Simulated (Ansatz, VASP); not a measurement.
**One calculation of Tl, two programs**

```
Tl
1.0
     0.00000    2.54487    2.54487
     2.54487    0.00000    2.54487
     2.54487    2.54487    0.00000
Tl
1
Direct
  0.00000 0.00000 0.00000
```

Alike in both runs: task single point; functional PBE; k mesh 14 × 14 × 14; occupations gaussian, width 0.1 eV; no spin polarisation.

|  | VASP | Ansatz |
| --- | --- | --- |
| version | VASP 6.6.1 | Ansatz 0.2.0 |
| potentials or method | VASP PAW PBE potentials, release 64 (Tl_d) | scalar-relativistic, plane waves, PAW |
| plane-wave cutoff (eV) | 520 | 420 |
| valence electrons in the cell | 13 | 13 |

VASP gave:

- gap on the k mesh at the Fermi level (eV): none
- pressure (GPa): -1.4

**Question.** Estimate Ansatz's values.

**Answer.** gap on the k mesh at the Fermi level (eV): none; pressure (GPa): -1.3.

A gap of «none» marks a metal or a gap that the smearing closes. With one functional, cell and mesh, what is left measures potentials, basis and numerics.

The runs have no spin-orbit coupling, so splittings on Tl are missing.
